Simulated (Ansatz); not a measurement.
A series in volume per atom on CaO

Results calculated with Ansatz 0.2.0, not measured. Periodic Kohn-Sham DFT of a crystal at fixed atoms; pressure and stress are positive in compression; the energy is the free energy less that of spherical unpolarised free atoms; site moments are those in the method's own spheres, positive along +z.

Cell of the first row (space group F-43m, No. 216):
```
cell vectors (Å)
   0.0000     2.5688     2.5688
   2.5688     0.0000     2.5688
   2.5688     2.5688     0.0000
atoms (fractions of the cell vectors)
Ca  0.00000  0.00000  0.00000
O   0.25000  0.25000  0.25000
```

Settings of every row: method frozen-core PAW; functional PBE; relativity scalar; k mesh 11x11x11; filling fermi-dirac; smearing width 0.05 eV; wave cutoff 420 eV; paw set soft_2.

Atom start moment: 0 on all atoms.

Limits: the cell comes from a prototype or a list of computed structures and needn't be the stable phase.

| row | volume per atom (Å³) | pressure (GPa) |
| --- | --- | --- |
| 1 | 16.95 | 5.274 |
| 2 | 17.662 | 1.598 |
| 3 | 18.022 | 0.002 |
| 4 | 18.383 | ? |
| 5 | 19.104 | -3.919 |

Question: what pressure should row 4 give?

Worked fit of pressure. Take u = (V_r/V)^(2/3) − 1 with V_r = 17.842 Å³ an atom, which is twice the finite (Eulerian) strain; such expansions in the strain, on which the Birch-Murnaghan equation of state is built, carry the rest volume and the bulk modulus. The shown rows have u = 0.03478, 0.00678, -0.00667, -0.04454. Least squares give pressure = 0.78 + 118.809 × u + 298.88 × u² GPa; a straight line predicts inner rows, each left out in turn, worse (root mean square 0.3 against 0.0025 GPa). The rows lie off it by 0.000, -0.001, 0.001, 0.000. The pressure vanishes at u = -0.0067, or V = 18.02 Å³ an atom, and there the bulk modulus at fixed shape and fractions is B = −V dP/dV = (2/3)(1 + u) dP/du = 76 GPa. The withheld row has u = -0.01972, so the fit gives 0.78 + 118.809 × (-0.01972) + 298.88 × (-0.01972)² = -1.447 GPa.

The calculation gave -1.439 GPa. The fit lies 0.008 GPa (0.087 % of the column's range) below it; its largest miss of a shown row is 0.001 GPa.
